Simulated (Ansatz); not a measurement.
# Gap against volume in random fluorite-type (Ti, Ce, Zr, Sn, Hf)O2 solid solution (96 atoms)

The cell holds 96 atoms: 6 Ce, 64 O, 6 Hf, 8 Ti, 6 Sn and 6 Zr. Its edges and angles: a = 10.210 Å, b = 10.880 Å, c = 10.340 Å, α = 90.1°, β = 89.5°, γ = 89.9°. It derives from TiO2 and CeO2, HfO2, ZrO2 and SnO2. The starting structure: Fluorite-type lattice (a = 5.09 Å, the mean of the end members), 2 x 2 x 2 cells, metal sites filled at random with 8 Ti, 6 Ce, 6 Zr, 6 Sn, 6 Hf; not relaxed, displaced by a Gaussian of 0.02 Å.

Calculated with Ansatz 0.2.0: Kohn-Sham DFT, PBE, PAW (set soft_2), plane waves; cutoff 420 eV, Γ point, fermi-dirac smearing of 0.025 eV, spin polarised, started with 4 moments up and 2 down in a pattern of our own, ending at 0.0 μB in the cell. The relaxed cell was scaled evenly and the atoms were relaxed at each volume. The gap is that between the highest filled and the lowest empty Kohn-Sham level on the run's k-points.

```
volume (Å³/atom)  gap (eV)
          10.769               2.157
          11.247               2.052
          11.606               1.906
          11.965               1.780
          12.324                   ?
          12.683               1.598
```

In doubt: a part-filled 4f shell, where there is one, can sit in one of many states, so energies may not be the lowest and differences between runs may mislead.

**Question.** Fit a straight line in ln V to the rows given and interpolate to the withheld row.

Worked fit:

A volume deformation potential makes the spacing linear in u = ln(V/V0), with V0 = 11.965 Å³ the relaxed volume; v is the spacing.

| u = ln(V/V0) | v (eV) |
| --- | --- |
| -0.105360 | 2.1574 |
| -0.0618751 | 2.0523 |
| -0.0304589 | 1.9059 |
| 0 | 1.7802 |
| 0.0582685 | 1.5979 |

With n = 5: mean u = -0.0278851, mean v = 1.89874, Σ(u − ū)² = 0.015364, Σ(u − ū)(v − v̄) = -0.054502. Slope b = -0.054502 / 0.015364 = -3.5473; intercept a = v̄ − b ū = 1.7998.

At the withheld volume u = 0.02956, and v = a + b u.

Prediction at 12.324: 1.695 eV. The run gave 1.675 eV, so the fit is high by 0.020 eV (1.2 % of the value).

The slope, -3.55 eV, says that the spacing narrows on expansion. Among the rows given, the largest miss of the fit is at 11.247, by 0.033 eV (5.9 % of the range of the table).

Limits: The table spans 16 % in volume, wide for a linear law. Semilocal functionals tend to put gaps under measured ones. Only the Γ point is sampled. Atoms move by up to 0.8 Å in these relaxations, so the structure changes along the series. The mesh needn't hold the band edges. Spin–orbit coupling is left out, which matters for the levels of the heavy elements.

[Logs are printed without paths, hosts, clocks, repeated set-up lines and the standing remarks that a program may print on its own settings, such as how far it seeks lower states.]

[Hosts, paths, dates, database ids (printed as entryN), source tags and the programs' standing remarks are cut or masked in the printed files.]
